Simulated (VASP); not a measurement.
Input of a VASP 6.6.1 run:

File INCAR:

```
PREC     = Accurate       # precision mode
ENCUT    = 520            # plane-wave cutoff, eV
EDIFF    = 1E-6           # SCF threshold, eV
ISMEAR   = 0              # smearing method
SIGMA    = 0.05           # smearing width, eV
LREAL    = False          # projectors in reciprocal space
LASPH    = True           # aspherical terms in the spheres
NELM     = 100            # most SCF steps
ALGO     = Fast           # electronic algorithm
ISIF     = 2              # what is computed and relaxed
LWAVE    = False          # write WAVECAR
LCHARG   = False          # write CHGCAR
GGA      = PE             # functional
NBANDS   = 12             # bands
```

KPOINTS

```
regular mesh
0
Gamma
  8 8 8
```

The input POSCAR:

```
Zn
1.0
   -1.5579542547      1.5579542547      1.5579542547
    1.5579542547     -1.5579542547      1.5579542547
    1.5579542547      1.5579542547     -1.5579542547
Zn
1
Direct
    0.0000000000      0.0000000000      0.0000000000
```

Potentials or basis: VASP PAW PBE potentials, release 64 (Zn).

Command:

```bash
$ cat potpaw_PBE.64/Zn/POTCAR > POTCAR
$ mpirun -np 1 vasp_std > vasp.out
```

Task: Predict the pressure.

Result: 0.5 GPa.

Task: Predict the band gap on the k mesh.

Result: None (metal or under the smearing width).
